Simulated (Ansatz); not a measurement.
CaF2:
```
CaF2
1.0
    0.00000     2.66306     2.66306
    2.66306     0.00000     2.66306
    2.66306     2.66306     0.00000
Ca F
1 2
Cartesian
  0.00000   0.00000   0.00000
  3.99460   3.99460   3.99460
  1.33153   1.33153   1.33153
```

Relaxed with LDA. Special points in fractions of this cell's reciprocal vectors: Γ (0.000, 0.000, 0.000); X (0.500, 0.000, 0.500); U (0.625, 0.250, 0.625); K (0.375, 0.375, 0.750); L (0.500, 0.500, 0.500); W (0.500, 0.250, 0.750).

**Question.** List the band energies nearest the valence-band maximum at these points for the program Ansatz at the LDA level (PAW).

**Answer.** In eV from the valence-band maximum; about four levels below and three above (degenerate sets whole), none deeper than 8.9 eV; points with the same levels are listed once.

| k | below | above |
|---|---|---|
| Γ | -2.41 -2.41 -2.41 -0.27 -0.27 -0.27 | 7.38 9.32 9.32 |
| X | -1.78 -1.78 -0.42 -0.42 0.00 | 8.08 9.88 10.42 |
| U | -1.64 -0.74 -0.48 -0.11 | 8.36 10.08 10.10 |
| L | -1.41 -1.37 -0.90 -0.90 | 9.59 9.59 10.16 |
| W | -1.14 -1.14 -0.32 -0.10 | 8.44 10.02 10.32 10.32 |

Space group Fm-3m (fluorite). Symmetry was held in the LDA relaxation.

Potentials: the later of the program's two PAW sets.
